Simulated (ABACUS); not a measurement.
# GaAs: equation of state with AM05

GaAs:

```
CELL_PARAMETERS angstrom
0.00000 2.82685 2.82685
2.82685 0.00000 2.82685
2.82685 2.82685 0.00000
ATOMIC_POSITIONS crystal
As 0.75000 0.75000 0.75000
Ga 0.00000 0.00000 0.00000
```

| Item | Value |
| --- | --- |
| Program | ABACUS 3.10.1 |
| Task | equation of state |
| Functional | AM05 |
| Potentials or basis | PseudoDojo NC SR 0.4 PBEsol stringent |
| Cutoff | 1551 eV |
| Density cutoff | 6204 eV |
| Basis | plane waves |
| k mesh | 6 × 6 × 6 |
| Occupations | fermi-dirac, width 0.05 eV |
| Spin | no spin polarisation |
| Radial cutoff of the potentials (pseudo_rcut) | 10 bohr |
| SCF threshold on the density | 1e-08 |
| Max SCF steps | 100 |
| Eigensolver | dav |
| Mixing | broyden |
| Mixing share | 0.7 |
| Symmetry key | 1 |
| Bands | 27 |

```
Equilibrium volume                      : 22.72 Å³/atom
Bulk modulus                            : 67 GPa
Pressure derivative of the bulk modulus : 5.3 (rough: it moves with the points fitted)
```

Energy against volume, from the lowest point:
```csv
volume (Å³/atom),energy (meV/atom)
21.234,22.28
22.138,2.33
23.041,0.00
23.945,11.42
```

All runs of the series together: 51 s on 4 threads of Intel(R) Xeon(R) Platinum 8488C (Sapphire Rapids), with other jobs on the host.

Caveat: the potentials were made for another functional, which shifts forces and pressure. Zero-point motion and thermal expansion aren't in these numbers.
